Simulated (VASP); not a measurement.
VASP 6.6.1 run: ZnSe

INCAR

```
ISMEAR = -1
PREC = Accurate
NBANDS = 16
LREAL = .FALSE.
IBRION = -1
ISIF = 2
NELM = 69
EDIFF = 0.0001
LASPH = .TRUE.
ENCUT = 520
SIGMA = 0.02
NSW = 0
GGA = PE
LCHARG = .FALSE.
LWAVE = .FALSE.
```

KPOINTS

```
KPOINTS created by Atomic Simulation Environment
0
Gamma
12 12 12
0 0 0
```

POSCAR

```
Zn Se
 1.0000000000000000
     0.0000000000000000    2.8607448912000000    2.7994884492000001
     2.8607448912000000    0.0000000000000000    2.7994884492000001
     2.8607448912000000    2.8607448912000000    0.0000000000000000
 Zn  Se
   1   1
Cartesian
  0.0000000000000000  0.0000000000000000  0.0000000000000000
  1.4303724456000000  1.4303724456000000  1.3997442246000003
```

The recommended PBE PAW datasets give the neutral cell 18 valence electrons.

Command

```
mpirun -np 1 vasp_std
```

Q: How does this run end, and what does it give?

A: It converged. Results: gap between bands v and c on the k mesh 1.21 eV; least direct gap on the k mesh 1.21 eV; pressure 1.9 GPa. Band v is the last that the valence electrons fill when counted band by band, and c is the next.

OSZICAR

```
N       E                     dE             d eps       ncg     rms          rms(c)
DAV:   1     0.865444109491E+02    0.86544E+02   -0.87757E+03  5216   0.127E+03
DAV:   2    -0.867477822368E+00   -0.87412E+02   -0.82035E+02  5864   0.251E+02
DAV:   3    -0.626899095187E+01   -0.54015E+01   -0.53808E+01  6464   0.607E+01
DAV:   4    -0.631165856388E+01   -0.42668E-01   -0.42663E-01  6328   0.579E+00
DAV:   5    -0.631185871517E+01   -0.20015E-03   -0.20015E-03  6720   0.360E-01    0.469E+00
DAV:   6    -0.604215168798E+01    0.26971E+00   -0.53206E-01  7728   0.237E+01    0.359E+00
DAV:   7    -0.602335754384E+01    0.18794E-01   -0.15342E-01  6080   0.349E+00    0.153E+00
DAV:   8    -0.602316046544E+01    0.19708E-03   -0.43510E-03  7128   0.654E-01    0.448E-01
DAV:   9    -0.602339609863E+01   -0.23563E-03   -0.10753E-03  6232   0.249E-01    0.667E-02
DAV:  10    -0.602350034123E+01   -0.10424E-03   -0.17764E-04  6720   0.999E-02    0.203E-02
DAV:  11    -0.602349629190E+01    0.40493E-05   -0.30188E-05  3336   0.485E-02
   1 F= -.60234963E+01 E0= -.60234963E+01  d E =-.126113E-10
```

For comparison, a separate PBE run of the intended cell, on usual settings and not on those above, gives a gap of 1.21 eV on its mesh and a pressure of 1.9 GPa.
